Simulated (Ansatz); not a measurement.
## MoS2 at a changed volume — ⁹⁷Mo nuclear quadrupole resonance

Cell: a structure deposited in the COD, relaxed with PBE at fixed cell and then changed (volume scaled by 0.96, ions relaxed).

```xyz
3
Lattice="1.5601 0.9007 6.0406 -1.5601 0.9007 6.0406 0.0000 -1.8015 6.0406" Properties=species:S:1:pos:R:3 pbc="T T T"
Mo    0.0000    0.0000   -0.0003
S     0.0000    0.0000    4.4662
S     0.0000    0.0000    7.6158
```

Atom numbers follow the list; atoms alike are taken as one site, whose name carries the number of the first.

All values are calculated (Ansatz; DFT, PBE, plane waves and PAW, scalar-relativistic, collinear spin, 420 eV cutoff, Γ-centred 16×16×16 k-points, Fermi–Dirac smearing 0.02 eV), not measured. Start moments as typed (μB): 2 on each Mo, none on the rest.

⁹⁷Mo: I = 5/2, Q = 255.0 mb (year-2017 value). Static lattice, zero field.

**Question.** The simulated lines lie at 6.33, 12.7 MHz. What are |C_Q|, η and |V_zz| at Mo?

**Answer.** For I = 5/2 and η = 0 the lines are 3|C_Q|/20 and twice that; η pulls their ratio below 2. Here |C_Q| = 42.2 MHz, η = 0.00 and |V_zz| = 6.84 × 10²¹ V/m². The calculation gives V_zz negative; the lines don't show the sign. The site has 6 S at 2.39 Å.

An axis of threefold or higher order runs through Mo, so V_zz lies along it and η is zero.

Without spin–orbit coupling (the program notes it for Mo) the gradients can shift somewhat, as the gap is small. At this changed cell the PBE pressure is 6 GPa. The start moments die out, and the run ends without spin.

The relaxation (4 steps) took 3.6 min of wall time (3.3 min of CPU time) and 1.2 GiB at its peak, on 1 thread of Intel Xeon Platinum 8488C (Sapphire Rapids) (x86_64; 16 cores open to the job, memory cap 3.0 GiB, no GPU), a shared host with a load of 0.3 a core.
